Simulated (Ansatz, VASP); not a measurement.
Two plane-wave programs on Cu

```xyz
1
Lattice="0.0000 1.7817 1.7817 1.7817 0.0000 1.7817 1.7817 1.7817 0.0000" Properties=species:S:1:pos:R:3 pbc="T T T"
Cu    0.0000    0.0000    0.0000
```

Alike in both runs: task single point; functional PBEsol; k mesh 16 × 16 × 16; occupations gaussian, width 0.15 eV; no spin polarisation.

|  | VASP | Ansatz |
| --- | --- | --- |
| version | VASP 6.6.1 | Ansatz 0.2.0 |
| potentials or method | VASP PAW PBE potentials, release 64 (Cu) | scalar-relativistic, plane waves, PAW |
| plane-wave cutoff (eV) | 520 | 420 |
| valence electrons in the cell | 11 | 19 |

```tsv
	VASP	Ansatz	Ansatz less VASP
gap on the k mesh at the Fermi level (eV)	none	none	-
pressure (GPa)	0.8	0.1	-0.69
```

A gap of «none» marks a metal or a gap that the smearing closes. The two sets of potentials don't hold the same shells in valence.

Caveats: the PAW data sets were made with another functional, which shifts forces and pressure a little (VASP).
